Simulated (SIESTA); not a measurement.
**MoS2 under changes of volume**

One of the cells (18.083 Å³/atom); the others are scaled copies at fixed shape and fractional positions:

```
Mo S
1.0
     1.59046    0.91825    6.19073
    -1.59046    0.91825    6.19073
     0.00000   -1.83651    6.19073
Mo S
1 2
Direct
  0.00000 0.00000 0.00000
  0.41700 0.41700 0.41700
  0.25000 0.25000 0.25000
```

Measurements of this composition are mostly on another form, of space group No. 194.

| Quantity | Value |
| --- | --- |
| Program | SIESTA 5.4.2 |
| Functional | PBE |
| Potentials or basis | PseudoDojo 0.4 standard (PBE files) |
| Basis | DZP (energy shift 0.003 Ry; two zetas on semicore shells) |
| Grid cutoff | 800 Ry |
| Energy shift | 0.003 Ry |
| k mesh | 10 × 10 × 10 |
| Occupations | fermi-dirac, width 0.05 eV |
| Spin | no spin polarisation |

| volume (Å³/atom) | energy over the lowest point (meV/atom) | pressure (GPa) | gap on the mesh (eV) | largest force (eV/Å) |
| --- | --- | --- | --- | --- |
| 16.664 | ? | ? | ? | ? |
| 17.019 | 77.08 | 16.1 | 0.98 | 1.765 |
| 17.373 | 45.99 | 12.0 | 1.00 | 1.348 |
| 18.083 | 8.90 | 5.0 | 1.02 | 0.609 |
| 18.437 | 1.28 | 2.0 | 1.03 | 0.278 |
| 18.792 | 0.00 | -0.8 | 1.03 | 0.108 |

Problem. What does the run at 16.664 Å³/atom give?

Solution. Energy over the lowest point 117.74 meV/atom; pressure 20.7 GPa; gap on the mesh 0.96 eV; largest force 2.212 eV/Å.

Worked out: A Birch-Murnaghan fit of order 3 (a polynomial in V^(-2/3)) to the other rows has its minimum at 18.69 Å³/atom with B0 = V·E''(V) = 139 GPa and B' = 4.6 at fixed shape and positions, which overstates the stiffness. It gives 117.94 meV/atom at 16.664 Å³/atom, against the run's 117.74, and -dE/dV = 20.8 GPa, against 20.7. A straight line through the other rows of the gap, of slope 0.511 eV per unit of ln V, extrapolates to 0.97 eV, against the run's 0.96.

Energies are extrapolated to zero smearing.

Caveats: the basis of atomic orbitals isn't converged, which shifts pressures, moduli and gaps; forces of over 1 eV/Å show positions far from the minimum, so gaps and moduli don't describe the material at rest (some runs).

A mesh can miss the band edges. Spin-orbit coupling on Mo is left out.
